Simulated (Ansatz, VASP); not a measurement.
**One calculation of BeTe, two programs**

File POSCAR:

```
BeTe
1.0
    0.0000000000      2.6832298771      2.6832298771
    2.6832298771      0.0000000000      2.6832298771
    2.6832298771      2.6832298771      0.0000000000
Be Te
1 1
Direct
    0.0000000000      0.0000000000      0.0000000000
    0.5000000000      0.5000000000      0.5000000000
```

Contents of INCAR.step1:

```
PREC     = Accurate       # precision mode
ENCUT    = 520            # plane-wave cutoff, eV
EDIFF    = 1E-5           # SCF threshold, eV
ISMEAR   = -1             # smearing method
SIGMA    = 0.02           # smearing width, eV
LREAL    = F              # projectors in reciprocal space
LASPH    = T              # aspherical terms in the spheres
NELM     = 100            # most SCF steps
ALGO     = Normal         # electronic algorithm
ISIF     = 2              # what is computed and relaxed
LWAVE    = T              # write WAVECAR
LCHARG   = F              # write CHGCAR
NBANDS   = 11             # bands
GGA      = PE             # functional
```

Contents of INCAR.step2:

```
PREC     = Accurate       # precision mode
ENCUT    = 520            # plane-wave cutoff, eV
EDIFF    = 1E-6           # SCF threshold, eV
ISMEAR   = -1             # smearing method
SIGMA    = 0.02           # smearing width, eV
LREAL    = F              # projectors in reciprocal space
LASPH    = T              # aspherical terms in the spheres
NELM     = 100            # most SCF steps
ALGO     = Normal         # electronic algorithm
ISIF     = 2              # what is computed and relaxed
LWAVE    = F              # write WAVECAR
LCHARG   = F              # write CHGCAR
GGA      = PE             # functional
LHFCALC  = T              # exact exchange
AEXX     = 0.35           # exact-exchange fraction
HFSCREEN = 0.1            # screening, 1/A
PRECFOCK = Normal       
NBANDS   = 11             # bands
ISTART   = 1
```

The input KPOINTS:

```
Automatic mesh
0
Gamma
  4 4 4
```

Input for Ansatz:

```yaml
crystal:
  lattice:
    - [0.0, 2.6832298771, 2.6832298771]
    - [2.6832298771, 0.0, 2.6832298771]
    - [2.6832298771, 2.6832298771, 0.0]
  atoms:
    - { symbol: Be, position: [0.0, 0.0, 0.0] }
    - { symbol: Te, position: [0.5, 0.5, 0.5] }
kpoints:
  mp_grid: { grid: [4, 4, 4] }
hamiltonian:
  xc: { exchange: pbe, correlation: pbe, exx: { coeff: 0.35, omega: 0.1 } }
scf:
  occupations: { method: fermi_dirac, width: 0.02 }
  n_extra_bands: 4
output:
  forces: true
  stress: true
  eigenvalues: true
```

Alike in both runs: task single point; functional PBE-based screened hybrid; k mesh 4 × 4 × 4; occupations fermi-dirac, width 0.02 eV; no spin polarisation.

|  | VASP | Ansatz |
| --- | --- | --- |
| version | VASP 6.6.1 | Ansatz 0.2.0 |
| potentials or method | VASP PAW PBE potentials, release 64 (Be, Te) | plane waves |
| plane-wave cutoff (eV) | 520 | 420 |
| valence electrons in the cell | 8 | 18 |

|  | VASP | Ansatz | Ansatz less VASP |
| --- | --- | --- | --- |
| pressure (GPa) | -1.3 | -0.7 | +0.65 |

With one functional, cell and mesh, what is left measures potentials, basis and numerics. The two sets of potentials don't hold the same shells in valence. Ansatz warned: «filled_band_counts_differ_across_k_points».

Caveats: the k mesh is coarse (spacing up to 0.51 Å⁻¹), so the values aren't converged; the PAW data sets were made with another functional, which shifts forces and pressure a little (VASP). Spin-orbit coupling is left out, which matters for the levels of Te.
